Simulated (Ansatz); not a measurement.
Runs of Ansatz 0.2.0 on Bi2Se3 (Paraguanajuatite). Symmetry: R-3m, No. 166, trigonal system. The conventional cell has a = 4.143 Å, b = 4.143 Å, c = 28.636 Å, α = 90.00°, β = 90.00°, γ = 120.00°. Bi (site symmetry 3m) has 6 Se at 2.85 to 3.07 Å as nearest neighbours. Se (site symmetry 3m) has 3 Bi at 2.85 Å as nearest neighbours. Se (site symmetry -3m) is surrounded by 6 Bi at 3.07 Å. 

```tsv
level	gap on the mesh (eV)	pressure (GPa)	relaxed volume (Å³/atom)
PBE+D3(BJ)-ATM	0.19	0.0	28.40
PBE+D4	0.15	0.0	(c)
PBE	0.69	0.0	(b)
PBE+D3(BJ)	(a)	0.0	28.20
```

Alike in all rows: task relaxation of cell and atoms; potentials or basis Ansatz PAW; no spin polarisation; cell relaxed; k mesh 8 × 8 × 8; cutoff (eV) 420; smearing fermi-dirac 0.05 eV.

Fill in the values left out.

(a) 0.16; (b) 31.62; (c) 28.14.

Caveats: the plane-wave basis is chosen anew once the cell has moved, so the energies of steps on either side of that aren't comparable; spin-orbit coupling is left out, which as a rule narrows the gap of such compounds by several tenths of an eV.

A k mesh can miss the band edges, and the runs leave out spin-orbit coupling on Bi, Se.
